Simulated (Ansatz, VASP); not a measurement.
# CoO: VASP beside Ansatz

Contents of INCAR:

```
PREC = Accurate
ENCUT = 520
EDIFF = 1E-6
ISMEAR = 0
SIGMA = 0.1
LREAL = False
LASPH = True
NELM = 150
ALGO = Normal
ISIF = 2
LWAVE = False
LCHARG = False
ISPIN = 2
MAGMOM = 2.74 0.38
LORBIT = 11
LMAXMIX = 4
GGA = PS
NBANDS = 18
```

The input KPOINTS:

```
Automatic mesh
0
Gamma
  8 8 8
```

The input POSCAR:

```
CoO
1.0
   -1.5080001529      1.5080001529      2.1072499549
    1.5080001529     -1.5080001529      2.1072499549
    1.5080001529      1.5080001529     -2.1072499549
Co O
1 1
Direct
    0.0000000000      0.0000000000      0.0000000000
    0.5000000000      0.5000000000      0.0000000000
```

Input for Ansatz:

```yaml
crystal:
  lattice:
    - [-1.5080001529, 1.5080001529, 2.1072499549]
    - [1.5080001529, -1.5080001529, 2.1072499549]
    - [1.5080001529, 1.5080001529, -2.1072499549]
  atoms:
    - { symbol: Co, position: [0.0, 0.0, 0.0], spin: 2.74 }
    - { symbol: O, position: [0.5, 0.5, 0.0], spin: 0.38 }
basis:
  ecutwfc: 420
kpoints:
  mp_grid: { grid: [8, 8, 8] }
hamiltonian:
  xc: pbesol
scf:
  occupations: { method: gaussian, width: 0.1 }
output:
  forces: true
  stress: true
  eigenvalues: true
  populations: true
magnetization:
  spin_polarized: true
```

Alike in both runs: task single point; functional PBEsol; k mesh 8 × 8 × 8; occupations gaussian, width 0.1 eV; collinear spin.

|  | VASP | Ansatz |
| --- | --- | --- |
| version | VASP 6.6.1 | Ansatz 0.2.0 |
| potentials or method | VASP PAW PBE potentials, release 64 (Co, O) | scalar-relativistic, plane waves, PAW |
| plane-wave cutoff (eV) | 520 | 420 |
| valence electrons in the cell | 15 | 23 |

|  | VASP | Ansatz | Ansatz less VASP |
| --- | --- | --- | --- |
| gap on the k mesh at the Fermi level (eV) | none | none | - |
| pressure (GPa) | -10.1 | -9.6 | +0.57 |
| largest component of the traceless stress (GPa) | 0.06 | 0.04 | -0.015 |
| net moment per atom (μB) | 1.44 | 1.46 | +0.013 |
| size of the moment on the site where the two differ most (μB) | 2.53 | 2.46 | -0.069 |

Site moments also hang on the region over which each program counts them. A gap of «none» marks a metal or a gap that the smearing closes. With one functional, cell and mesh, what is left measures potentials, basis and numerics. The two sets of potentials don't hold the same shells in valence.

Caveats: the k mesh is coarse (spacing up to 0.37 Å⁻¹), so the values aren't converged; the PAW data sets were made with another functional, which shifts forces and pressure a little (VASP); a cell with one magnetic atom can't hold antiferromagnetic order, which such compounds often take; semilocal functionals often make such compounds metallic where correlation or magnetic order opens a gap, which also shifts bond lengths.
